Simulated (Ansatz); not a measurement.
CO2: energy above lowest point and pressure against volume per atom

Equation of state of a cubic crystal from periodic Kohn-Sham density functional theory without spin; pressure corrected for the finite basis. The results are calculated, by Ansatz 0.2.0 development build.

Cell of the first row (space group Fm-3m, No. 225):
```
cell vectors (Å)
   0.0000     2.2032     2.2032
   2.2032     0.0000     2.2032
   2.2032     2.2032     0.0000
atoms (fractions of the cell vectors)
C   0.00000  0.00000  0.00000
O   0.25000  0.25000  0.25000
O   0.75000  0.75000  0.75000
```

Settings of every row: formula CO2; structure type fluorite; functional PBE; spin treatment none; k mesh 42x42x42; occupation method fermi-dirac; occupation width 0.061225619 eV; wave cutoff 420 eV; datasets soft-1 PAW; density cutoff ratio 4.

Limits: a cubic model structure, not a phase known at ambient conditions.

```csv
row,volume per atom (Å³),energy above lowest point (meV/atom),pressure (GPa)
1,7.13,16.32,12.071
2,7.282,?,?
3,7.433,1.73,3.643
4,7.585,0,0.081
5,7.737,1.46,-3.104
6,7.888,5.77,-5.943
7,8.04,12.61,-8.468
```

Question: what energy above lowest point and pressure should row 2 give?

Worked fit of energy above lowest point. Take u = (V_r/V)^(2/3) − 1 with V_r = 7.661 Å³ an atom, which is twice the finite (Eulerian) strain; such expansions in the strain, on which the Birch-Murnaghan equation of state is built, carry the rest volume and the bulk modulus. The shown rows have u = 0.04905, 0.02035, 0.00667, -0.00656, -0.01928, -0.03168. Least squares give energy above lowest point = 0.357 − 112.38 × u + 8767.5 × u² + 3238 × u³ meV/atom; a parabola predicts inner rows, each left out in turn, worse (root mean square 0.064 against 0.015 meV/atom). The rows lie off it by 0.00, 0.00, 0.00, -0.01, 0.01, 0.00. Its lowest point lies at u = 0.0064, or V = 7.588 Å³ an atom, and the curvature there gives the bulk modulus at fixed shape and fractions, B = (4/9)(1 + u)² E″(u)/V = 168 GPa. The withheld row has u = 0.0344, so the fit gives 0.357 − 112.38 × (0.0344) + 8767.5 × (0.0344)² + 3238 × (0.0344)³ = 7.00 meV/atom.

The calculation gave 7.04 meV/atom. The fit lies 0.04 meV/atom (0.25 % of the column's range) below it; its largest miss of a shown row is 0.01 meV/atom.

Worked fit of pressure. Take u = (V_r/V)^(2/3) − 1 with V_r = 7.661 Å³ an atom, which is twice the finite (Eulerian) strain; such expansions in the strain, on which the Birch-Murnaghan equation of state is built, carry the rest volume and the bulk modulus. The shown rows have u = 0.04905, 0.02035, 0.00667, -0.00656, -0.01928, -0.03168. Least squares give pressure = −1.5646 + 241.387 × u + 744.75 × u² GPa; a straight line predicts inner rows, each left out in turn, worse (root mean square 0.5 against 0.013 GPa). The rows lie off it by 0.004, -0.013, 0.002, 0.012, -0.001, -0.004 (root mean square 0.0076 GPa). The pressure vanishes at u = 0.0064, or V = 7.589 Å³ an atom, and there the bulk modulus at fixed shape and fractions is B = −V dP/dV = (2/3)(1 + u) dP/du = 168 GPa. The withheld row has u = 0.0344, so the fit gives −1.5646 + 241.387 × (0.0344) + 744.75 × (0.0344)² = 7.620 GPa.

The calculation gave 7.626 GPa. The fit lies 0.006 GPa (0.029 % of the column's range) below it; its largest miss of a shown row is 0.013 GPa.
